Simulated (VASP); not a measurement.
The system is BeSe.

```
Be Se
1.0
     0.00000    2.53500    2.53500
     2.53500    0.00000    2.53500
     2.53500    2.53500    0.00000
Be Se
1 1
Direct
  0.00000 0.00000 0.00000
  0.25000 0.25000 0.25000
```

```yaml
Program: VASP 6.6.1
Task: relaxation of cell and atoms
Functional: PBE
Potentials_or_basis: VASP PAW PBE potentials, release 64 (Be, Se)
Cutoff: 520 eV
k_mesh: 10 × 10 × 10
Occupations: gaussian, width 1 eV
Spin: no spin polarisation
```

At the start: pressure 5.6 GPa; volume 16.29 Å³/atom.

Q: How do energy, volume and symmetry change on relaxing?

A: Over 3 steps the energy falls by 18.1 meV/atom and the volume is 17.39 Å³/atom (+6.7 %); space group F-43m (No. 216, to 0.05 Å).

Step by step:
```csv
step,energy change (eV),largest force (eV/Å),pressure (GPa),volume (Å³)
1,0.0000,0.0000,5.58,32.58
2,-0.0343,0.0000,-1.14,35.33
3,-0.0363,0.0000,0.02,34.77
```

Final structure:
```yaml
crystal:
  lattice:
    - [0.00000, 2.59064, 2.59064]
    - [2.59064, 0.00000, 2.59064]
    - [2.59064, 2.59064, 0.00000]
  atoms:
    - { symbol: Be, position: [0.00000, 0.00000, 0.00000] }
    - { symbol: Se, position: [0.25000, 0.25000, 0.25000] }
```
